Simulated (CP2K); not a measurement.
# Rh under changes of volume

One of the cells (13.671 Å³/atom); the others are scaled copies at fixed shape and fractional positions:

```
CELL_PARAMETERS angstrom
2.68397 0.00000 0.00000
1.34198 2.32438 0.00000
1.34198 0.77479 2.19145
ATOMIC_POSITIONS crystal
Rh 0.00000 0.00000 0.00000
```

```yaml
Program: CP2K 2026.2
Functional: PBEsol
Potentials_or_basis: POTENTIAL_UZH Rh GTH-PBE-q17; TZVP-MOLOPT-PBE-GTH basis
Density_cutoff: 6123 eV
k_mesh: 12 × 12 × 12
Occupations: fermi-dirac, width 0.05 eV
Spin: no spin polarisation
```

```tsv
volume (Å³/atom)	energy over the lowest point (meV/atom)	pressure (GPa)
12.851	44.80	20.2
13.125	17.50	12.2
13.398	?	?
13.671	0.00	-1.2
13.945	7.01	-6.7
14.218	22.91	-11.6
14.492	46.67	-15.9
```

Q: What does the run at 13.398 Å³/atom give?

A: Energy over the lowest point 3.06 meV/atom; pressure 5.1 GPa.

Worked out: A Birch-Murnaghan fit of order 3 (a polynomial in V^(-2/3)) to the other rows has its minimum at 13.61 Å³/atom with B0 = V·E''(V) = 301 GPa and B' = 5.1. It gives 3.09 meV/atom at 13.398 Å³/atom, against the run's 3.06, and -dE/dV = 5.0 GPa, against 5.1.

Energies are extrapolated to zero smearing.

Caveats: the potentials were made for another functional, which shifts forces and pressure; the basis of atomic orbitals isn't converged, which shifts pressures, moduli and gaps.
